### Question

A slab of CdTe has Te as its outermost layer under the microscope tip and Cd on the opposite face. Neither face is reconstructed, and the slab is metallic. Negative bias images filled states and positive bias empty ones; each row sums all states between the Fermi level and the bias.

Tersoff–Hamann images of an eight-atom CdTe slab, computed with Ansatz 0.2.0 (scalar-relativistic PBE, plane-wave PAW, no spin polarization, 420 eV cutoff, 15 × 15 × 1 k mesh, 0.05 eV Gaussian smearing, dipole correction). Density, contrast and brightest site are for the plane 3 Å above the topmost nucleus; corrugation is for the contour at that plane's mean density.

```csv
bias (V),log10 mean density (log10 of e/angstrom^3),bright over dark,corrugation (Å),brightest over,apparent barrier at 4 angstrom (eV)
-2.000,-3.376,9.146,0.915,Te,7.247
-1.000,-3.426,11.900,1.107,Te,7.153
-0.500,-3.446,13.086,1.229,Te,7.120
-0.250,-3.452,13.207,1.238,Te,7.110
0.250,-4.716,5.119,0.731,Te,6.063
0.500,-4.709,5.178,0.739,Te,6.084
1.000,-4.682,5.062,0.734,Te,5.972
1.500,-4.648,4.940,0.733,Te,5.811
```

The mean density stands for the tunnelling current, "bright over dark" for the contrast at fixed height, and the corrugation for the height range of a constant-density contour.

(a) Why does the sign of the bias matter so much more for the density than its size?
(b) Why does the corrugation shrink towards -2 V?
(c) Why is Te brightest at both signs?

### Model answer

**(a)** Reversing a bias of a quarter volt changes the mean density by a factor of 18, largely because the filled and empty states near the Fermi level live mostly on opposite faces. Of the filled states within 0.25 eV, 77% of the weight lies on the top Te–Cd bilayer. Of the empty ones, 71% lies on the bottom bilayer, where the tip can't reach it.

Electron counting explains this division. A bond needs two electrons; with four bonds per atom, Te brings 6/4 and Cd 2/4 to each. A broken bond on Te therefore lacks half an electron, and one on Cd has half an electron to give away. Electrons pass from the Cd face to the Te face, so the dangling bonds on Te end up mostly full and those on Cd mostly empty. The transfer is incomplete: 15% of the empty states next to the Fermi level still lie on the top bilayer, and these should supply most of the image at positive bias.

A simple estimate takes the density as proportional to the number of states per cell times their share on the top Te atom:

$$\frac{2.373\times 0.428}{1.698\times 0.097}\approx 6.2$$

This gives the right direction but leaves a factor of three unexplained. Location alone is thus not enough, and the filled states between -1 and -0.5 eV confirm it. Their share on the top Te atom is almost the same as that of the states next to the Fermi level, yet per Te state they are 13 times fainter.

The likely reason is the direction of the orbitals. A dangling bond points out towards the tip, while Te p orbitals lying in the surface or bonding to Cd below extend less far into the vacuum. Faster decay into the vacuum is a poor alternative. Between 3 and 4 Å the empty states fade about 12-fold and the filled ones next to the Fermi level about 15-fold, so the fainter set fades more slowly. The filled states between -1 and -0.5 eV do fade faster, about 19-fold, but that is too small a difference to make them 13 times fainter. The calculation gives the weight on each atom but not the orientation, so this step is argued from chemistry.

The size of the bias matters little because the first quarter volt already supplies about 85% of the density reached at the largest bias of either sign. At positive bias the later windows hold few states, with only a few per cent of their weight on the top bilayer. At negative bias the next window is sparse too, and its states, like the many below -0.5 eV, reach the tip only weakly.

**(b)** The deeper filled states add little density on average, but part of it falls where the image was dark. Between -0.25 and -2 V the contour over Cd rises by 0.29 Å relative to its mean height, while over Te it sinks by only 0.09 Å. The valleys fill more than the hills sink. At -2 V the darkest point is no longer over Cd but over the hollow between the atoms, so the corrugation falls a little less than these two shifts together. States of the Te–Cd bonds would do this, though their character was not resolved.

At positive bias the corrugation stays at 0.73 to 0.74 Å. The small irregularities there, such as the slight rise in contrast at +0.5 V, rest on very few computed levels and deserve no explanation.

**(c)** The rule that the anion is bright in filled states and the cation in empty ones works best when both atoms lie at similar heights. Here the top Cd lies 0.91 Å below Te, and the density falls more than tenfold per ångström. If the orbitals of both atoms reached equally far out, Cd would need roughly ten times the weight of Te to look equally bright. Even among the empty states next to the Fermi level it has less: about 5% against 10%. On this face those states are expected to be the unfilled remainder of the Te bands, not the Cd conduction states that the rule has in mind.

### Remarks on the reasoning

A good answer asks at what height two images are compared. At 3 Å the corrugation is 0.51 Å larger at -0.25 V than at +0.25 V. A microscope held at constant current, however, would move its tip about 1 Å closer for the weaker image. The filled-state image at 4 Å has nearly the density of the empty-state image at 3 Å, and their corrugations then agree within 0.06 Å. Most of the apparent difference in sharpness is therefore one of tip height.

The apparent barrier offers a further clue. At +0.25 V it is close to the work function of 6.10 eV, but at -0.25 V it is 7.11 eV, about 0.8 eV more than the depth of even the lowest state included. Motion along the surface makes a state decay faster into the vacuum and would raise the barrier in this way. That remains an inference, because the states were not sorted by momentum and the potential is numerically rough in the thin density outside the surface.

The answer must not be read as a comparison of the valence and conduction bands of semiconducting CdTe. The unreconstructed polar cut may itself be what makes the slab metallic, and a real surface can rearrange to remove its partly filled bonds. The slab is also thin, its lower half, which carries most of the empty states near the Fermi level, was held at bulk positions, and spin-orbit coupling, which is large for Te, was left out. PBE also makes the band gap of CdTe too small, which should alter how much charge crosses the slab. Each of these may change the size of the ratio. What carries over is the order of questions: which face holds the states, which way their orbitals point, and which atom stands highest.

Numerical output:

```
Window that each row adds:
    row  states per cell  top Te %  top bilayer %  bottom bilayer %
   -2.0            6.222      12.2          20.82              5.48
   -1.0            1.591      40.1          63.94              2.27
   -0.5           0.3022     58.81          92.79              0.03
  -0.25            2.373     42.76           76.5              8.28
   0.25            1.698      9.66          15.12             70.71
    0.5           0.3289      1.98           3.07             89.12
    1.0          0.06222      2.02              4             34.64
    1.5             0.24      0.77           1.63             42.44
Mean density at 3 angstrom, -0.25 V, in millionths of e/angstrom^3: 353.2
Mean density at 3 angstrom, +0.25 V, in millionths of e/angstrom^3: 19.23
Density ratio of -0.25 V to +0.25 V at 3 angstrom: 18.37
Density ratio of -0.25 V to +0.25 V at 5 angstrom: 12.28
Share of the -2 V density already there at -0.25 V, %: 83.95
Share of the +1.5 V density already there at +0.25 V, %: 85.51
Estimate of the density ratio from top-Te share times states: 6.188
Factor that this estimate leaves unexplained: 2.968
Density of window -0.25 to 0 eV over that of window -1 to -0.5 eV: 20.93
The same ratio per state on top Te: 13.16
Fall of mean density from 3 to 4 angstrom at -0.25 V, factor: 14.9
Fall of mean density from 3 to 4 angstrom at +0.25 V, factor: 12.29
Corrugation at -0.25 V less that at +0.25 V, both at 3 angstrom, in angstrom: 0.507
Density at -0.25 V and 4 angstrom over that at +0.25 V and 3 angstrom: 1.233
Corrugation at -0.25 V and 4 angstrom less that at +0.25 V and 3 angstrom, in angstrom: -0.05899
Barrier at -0.25 V less the depth of the lowest level in its window below vacuum, eV: 0.7574
Barrier at +0.25 V less the work function, eV: -0.03958
Barrier at -2 V less that at -0.25 V, eV: 0.137
Barrier at +1.5 V less that at +0.25 V, eV: -0.252
Corrugation at -2 V less that at -0.25 V, in angstrom: -0.323
Change of contour height over Cd from -0.25 to -2 V, relative to the mean, in angstrom: 0.291
Change of contour height over Te from -0.25 to -2 V, relative to the mean, in angstrom: -0.088
Spread of corrugation over the positive rows, in angstrom: 0.008
```
